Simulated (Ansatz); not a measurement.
The system is SnO2.

```
Sn O
1.0
     5.17526    0.00000    0.00000
     0.00000    5.17526    0.00000
     0.00000    0.00000    5.17526
Sn O
4 8
Direct
  0.00000 0.00000 0.00000
  0.50000 0.00000 0.50000
  0.50000 0.50000 0.00000
  0.00000 0.50000 0.50000
  0.66110 0.83890 0.16110
  0.83890 0.16110 0.66110
  0.16110 0.66110 0.83890
  0.33890 0.33890 0.33890
  0.66110 0.66110 0.66110
  0.83890 0.33890 0.16110
  0.16110 0.83890 0.33890
  0.33890 0.16110 0.83890
```

Measurements of this composition are mostly on another form, of space group No. 136.

| Item | Value |
| --- | --- |
| Program | Ansatz 0.2.0 |
| Task | relaxation of cell and atoms |
| Functional | PBEsol |
| Potentials or basis | Ansatz PAW |
| Cutoff | 420 eV (not typed: the program's choice for these potentials) |
| k mesh | 5 × 5 × 5 |
| Occupations | fermi-dirac, width 0.05 eV |
| Spin | no spin polarisation |

At the start: volume 11.55 Å³/atom.

Where does the relaxation end?

It ends after 6 steps and the volume is 11.14 Å³/atom (-3.6 %); space group Pa-3 (No. 205, to 0.05 Å).

Step by step:
| step | energy change (eV) | largest force (eV/Å) | volume (Å³) |
| --- | --- | --- | --- |
| 1 | 0.0000 | 0.0221 | 138.61 |
| 2 | -0.1411 | 0.0038 | 133.52 |
| 3 | -0.1397 | 0.0003 | 133.81 |
| 4 | -0.1155 | 0.0004 | 133.81 |
| 5 | -0.1167 | 0.0004 | 133.63 |
| 6 | -0.1141 | 0.0006 | 133.63 |

Final structure:
```
Sn O
1.0
     5.11253    0.00000    0.00000
     0.00000    5.11253    0.00000
     0.00000    0.00000    5.11253
Sn O
4 8
Direct
  0.00000 0.00000 0.00000
  0.50000 0.00000 0.50000
  0.50000 0.50000 0.00000
  0.00000 0.50000 0.50000
  0.66066 0.83934 0.16066
  0.83934 0.16066 0.66066
  0.16066 0.66066 0.83934
  0.33934 0.33934 0.33934
  0.66066 0.66066 0.66066
  0.83934 0.33934 0.16066
  0.16066 0.83934 0.33934
  0.33934 0.16066 0.83934
```

Caveat: the plane-wave basis is chosen anew once the cell has moved, so the energies of steps on either side of that aren't comparable; the pressure holds a Pulay correction of +1.0 GPa for the finite cutoff; the PAW data sets come from PBE, with cores solved anew for the run's functional, which leaves a small shift of forces and pressure.
